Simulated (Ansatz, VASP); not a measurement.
## KTaO3: VASP beside Ansatz

File INCAR:

```
SYSTEM = KTaO3
ALGO = Normal ; EDIFF = 1E-7
ENCUT = 520 ; GGA = PS
ISIF = 2 ; ISMEAR = -1
LASPH = .True. ; LCHARG = .False.
LREAL = .False. ; LWAVE = .False.
NBANDS = 27 ; NELM = 60
PREC = Accurate ; SIGMA = 0.05
```

The input KPOINTS:

```
k-points
0
Gamma
  6 6 6
  0 0 0
```

Contents of POSCAR:

```
KTaO3
1.0
    4.0281830000      0.0000000000      0.0000000000
    0.0000000000      4.0281830000      0.0000000000
    0.0000000000      0.0000000000      3.9883000000
Ta K O
1 1 3
Direct
    0.0000000000      0.0000000000      0.0000000000
    0.5000000000      0.5000000000      0.5000000000
    0.0000000000      0.0000000000      0.5000000000
    0.0000000000      0.5000000000      0.0000000000
    0.5000000000      0.0000000000      0.0000000000
```

File input.yaml:

```yaml
crystal:
  lattice:
    - [4.028183, 0.0, 0.0]
    - [0.0, 4.028183, 0.0]
    - [0.0, 0.0, 3.9883]
  atoms:
    - { symbol: Ta, position: [0.0, 0.0, 0.0] }
    - { symbol: K, position: [0.5, 0.5, 0.5] }
    - { symbol: O, position: [0.0, 0.0, 0.5] }
    - { symbol: O, position: [0.0, 0.5, 0.0] }
    - { symbol: O, position: [0.5, 0.0, 0.0] }
hamiltonian:
  xc: pbesol
  pseudopotentials: { kind: paw }
kpoints:
  mp_grid: { grid: [6, 6, 6] }
  band_path:
    path:
      - [[0.0, 0.0, 0.0], [0.0, 0.5, 0.0], [0.5, 0.5, 0.0], [0.0, 0.0, 0.0], [0.0, 0.0, 0.5], [0.0, 0.5, 0.5], [0.5, 0.5, 0.5], [0.0, 0.0, 0.5]]
      - [[0.0, 0.5, 0.0], [0.0, 0.5, 0.5]]
      - [[0.5, 0.5, 0.0], [0.5, 0.5, 0.5]]
    npoints: 14
scf:
  occupations: { method: fermi_dirac, width: 0.05 }
  n_extra_bands: 12
output:
  forces: true
  stress: true
  eigenvalues: true
  fatbands: true
```

Alike in both runs: functional PBEsol; k mesh 6 × 6 × 6; occupations fermi-dirac, width 0.05 eV; no spin polarisation.

```csv
,VASP,Ansatz
version,VASP 6.6.1,Ansatz 0.2.0
potentials or method,"VASP PAW PBE potentials, release 64 (Ta_pv, K_sv, O)",Ansatz PAW
plane-wave cutoff (eV),520,420
valence electrons in the cell,38,40
task,single point,band structure
```

|  | VASP | Ansatz | Ansatz less VASP |
| --- | --- | --- | --- |
| gap on the k mesh at the Fermi level (eV) | 2.02 | 2.07 | +0.045 |
| least direct gap on the mesh (eV) | 2.66 | 2.69 | +0.037 |
| pressure (GPa) | -3.6 | -4.2 | -0.67 |
| largest component of the traceless stress (GPa) | 2.35 | 2.31 | -0.042 |

The two sets of potentials don't hold the same shells in valence.

Caveats: spin-orbit coupling is left out, which moves the levels of the heavy elements; the PAW data sets were made with another functional, which shifts forces and pressure a little (VASP); the pressure holds a Pulay correction of +0.6 GPa for the finite cutoff (Ansatz); the PAW data sets come from PBE, with cores solved anew for the run's functional, which leaves a small shift of forces and pressure (Ansatz). A hybrid or GW would open this gap; PBEsol tends to underestimate it. A k mesh can miss the band edges.
